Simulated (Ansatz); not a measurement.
Crystal: WS2 (Tungstenite).

```xyz
6
Lattice="3.1800 0.0000 0.0000 -1.5900 2.7540 0.0000 0.0000 0.0000 12.5000" Properties=species:S:1:pos:R:3 pbc="T T T"
W     1.5900    0.9180    9.3750
W     0.0000    1.8360    3.1250
S     1.5900    0.9180    4.6875
S     0.0000    1.8360   10.9375
S     1.5900    0.9180    1.5625
S     0.0000    1.8360    7.8125
```

Below is the output of Ansatz 0.2.0 for this cell. Logs are shortened: lines on timing, memory, paths and dates and some standing lists are left out, and cuts for length are marked.

```text
Warning: the checks of this W dataset prove no rule for summing its radial tables, as where they were carried onto another mesh than they were made on, and Gregory's rule is taken, under which a leading mesh point left out moves its sums only by what lay on the interval it spanned. That does not make them correct, and they differ from Quantum ESPRESSO's on this file; a re-export a fraction of a mesh step off can move them. hamiltonian.pseudopotentials.radial_quadrature: simpson_from_first_knot sums it by `pw.x`'s rule; on a PAW file no value gives `pw.x`'s numbers. What more to know: hamiltonian.pseudopotentials.radial_quadrature, in the input reference
Warning: the checks of this S dataset prove no rule for summing its radial tables, as where they were carried onto another mesh than they were made on, and Gregory's rule is taken, under which a leading mesh point left out moves its sums only by what lay on the interval it spanned. That does not make them correct, and they differ from Quantum ESPRESSO's on this file; a re-export a fraction of a mesh step off can move them. hamiltonian.pseudopotentials.radial_quadrature: simpson_from_first_knot sums it by `pw.x`'s rule; on a PAW file no value gives `pw.x`'s numbers. What more to know: hamiltonian.pseudopotentials.radial_quadrature, in the input reference
Warning: RAYON_NUM_THREADS=2 ignored (pool sized by the plan → 2); use --threads N
scf.n_extra_bands = 15 over 26 filled bands (N_el = 52.0): the run solves 41 bands
Engine: ansatz 0.2.0, x86_64-unknown-linux-gnu
Pseudopotentials: kind: paw
Pseudopotential: W, paw, valence charge 14, recommended cutoff 1290 eV (normal), W.paw.azcp
Pseudopotential: S, paw, valence charge 6, recommended cutoff 780 eV (normal), S.paw.azcp
Functional definition: PBEsol
  exchange = pbesol_x
  correlation = pbesol_c
Crystal: 6 atoms, lattice volume = 109.470 Å³
Basis set: ecut = 1290 eV, 11569 PW (Γ), exchange–correlation on 80×80×300 points (8 copies of the dense FFT grid, shifted against one another)
Bands: 41, of which v1, the nominal top of the filled ones, is band 26 counted from 1 (25 counted from 0)
Symmetry: 24 space group operations
Space group: P63/mmc (ITA 194), of the structure as read, at distance tolerance 4.8e-5 Å
[... 37 lines left out ...]
  E_paw        = -19358.814130  (= ΣΔE_a)
  E_vpaw       = -718.169890  (= ΣTr[D̂ρ^β])
  E_aug_tail   = -0.000203  (compensation charges beyond the density's cutoff)
  E_ewald      = -3187.763116
  E_core_change = 0.247802  (= ΣΔE_core)
  E_smearing   = -0.000001  (= −TS)
  E_closure    = -0.000000  (closes the sum)
  Σ components = -23977.595854   (vs F -23977.595854, Δ=0.00e0)
--- Forces (eV/Å), atoms counted from 1 ---
  atom   1  W      0.00000000    -0.00000000    -0.00000000
  atom   2  W      0.00000000     0.00000000     0.00000000
  atom   3  S      0.00000000    -0.00000000    -0.12556667
  atom   4  S     -0.00000000     0.00000000    -0.12556667
  atom   5  S      0.00000000    -0.00000000     0.12556667
  atom   6  S     -0.00000000     0.00000000     0.12556667
  max |Σ_I F_I| component: 5.55e-17 eV/Å
--- Stress (GPa, compression-positive) ---
       -3.193328       0.000000      -0.000000
        0.000000      -3.193328      -0.000000
       -0.000000      -0.000000      -0.862900
  P = ⅓ Tr σ = -2.4165 GPa (-24.165 kbar)
--- Band table (eV; the first three rows and the last of 28) ---
  k-point 0: bands = ["-63.6331", "-63.6331", "-27.8677", "-27.8677", "-27.7131", "-27.7131", "-27.7131", "-27.7131", "-4.5300", "-4.3428", "-2.9436", "-2.5799", "3.4900", "4.4227", "7.3092", "7.4703", "7.4703", "7.4816", "7.4816", "8.7103", "8.7103", "8.7532", "8.7532", "9.4563", "9.8686", "10.9912", "13.2391", "13.2391", "13.2468", "13.2468", "13.3512", "13.3512", "13.5064", "13.5064", "15.5191", "15.7893", "18.6393", "19.0829", "19.1357", "20.4096", "20.5739"]
  k-point 1: bands = ["-63.6331", "-63.6331", "-27.8677", "-27.8677", "-27.7131", "-27.7131", "-27.7131", "-27.7131", "-4.4890", "-4.3964", "-2.8480", "-2.6672", "3.6851", "4.1388", "7.4731", "7.4731", "7.4787", "7.4787", "7.7501", "8.6712", "8.7210", "8.7210", "8.7425", "8.7425", "10.4388", "10.8599", "13.2367", "13.2367", "13.2384", "13.2384", "13.3961", "13.3961", "13.4715", "13.4715", "15.5911", "15.7264", "18.7429", "18.9638", "19.3647", "19.9671", "20.6619"]
  k-point 2: bands = ["-63.6315", "-63.6315", "-27.8617", "-27.8617", "-27.7462", "-27.7462", "-27.7208", "-27.7208", "-4.3638", "-4.1768", "-2.8753", "-2.5275", "3.6869", "4.6176", "7.0413", "7.0453", "7.0683", "7.6289", "7.6473", "8.1214", "8.4538", "8.5024", "8.7804", "9.6478", "9.8729", "10.6810", "13.0156", "13.0942", "13.1889", "13.1910", "13.2683", "13.3719", "13.5181", "13.5718", "16.2661", "16.5187", "19.1690", "19.2657", "19.7447", "20.1338", "20.4454"]
  k-point 27: bands = ["-63.6144", "-63.6144", "-27.9809", "-27.9809", "-27.9088", "-27.9088", "-27.7979", "-27.7979", "-2.0253", "-2.0053", "-1.8746", "-1.8548", "4.5885", "4.6500", "4.7659", "4.7917", "6.0191", "6.0208", "6.3497", "6.4403", "7.0481", "7.1817", "8.0361", "8.1672", "10.1400", "10.2229", "12.3487", "12.3591", "13.3799", "13.8433", "14.1864", "14.2968", "15.6020", "15.8033", "16.9941", "17.0363", "17.4898", "18.1623", "19.4609", "19.6301", "21.1512"]
```

Question: What input gives this log?

Answer: Band structure with PBEsol, no spin polarisation. The files as run (others can give the same):

input.yaml
```yaml
crystal:
  lattice:
    - [3.18, 0.0, 0.0]
    - [-1.59, 2.753960784, 0.0]
    - [0.0, 0.0, 12.5]
  atoms:
    - { symbol: W, position: [0.6666666667, 0.3333333333, 0.75] }
    - { symbol: W, position: [0.3333333333, 0.6666666667, 0.25] }
    - { symbol: S, position: [0.6666666667, 0.3333333333, 0.375] }
    - { symbol: S, position: [0.3333333333, 0.6666666667, 0.875] }
    - { symbol: S, position: [0.6666666667, 0.3333333333, 0.125] }
    - { symbol: S, position: [0.3333333333, 0.6666666667, 0.625] }
hamiltonian:
  xc: pbesol
  pseudopotentials: { kind: paw, source: jth, xc_functional: pbe }
kpoints:
  mp_grid: { grid: [10, 10, 3] }
  band_path:
    path:
      - [[0.0, 0.0, 0.0], [0.5, 0.0, 0.0], [0.3333333333, 0.3333333333, 0.0], [0.0, 0.0, 0.0], [0.0, 0.0, 0.5], [0.5, 0.0, 0.5], [0.3333333333, 0.3333333333, 0.5], [0.0, 0.0, 0.5]]
      - [[0.5, 0.0, 0.5], [0.5, 0.0, 0.0]]
      - [[0.3333333333, 0.3333333333, 0.0], [0.3333333333, 0.3333333333, 0.5]]
    npoints: 14
scf:
  occupations: { method: fermi_dirac, width: 0.05 }
  n_extra_bands: 15
output:
  forces: true
  stress: true
  eigenvalues: true
  fatbands: false
```

Potentials or basis: JTH PAW.
The run is started by
```console
$ ansatz run input.yaml --threads 2 --pin off --max-ram 5632MiB --backend cpu --events-out ev --progress --plain --runs-dir out
```

Caveat: the k mesh misses the band edges, so the gap on the mesh is wider than the one along the path; spin-orbit coupling is left out, which moves the levels of the heavy elements; this functional lacks dispersion, which binds the layers, so the pressure and a relaxed spacing across them are unreliable.
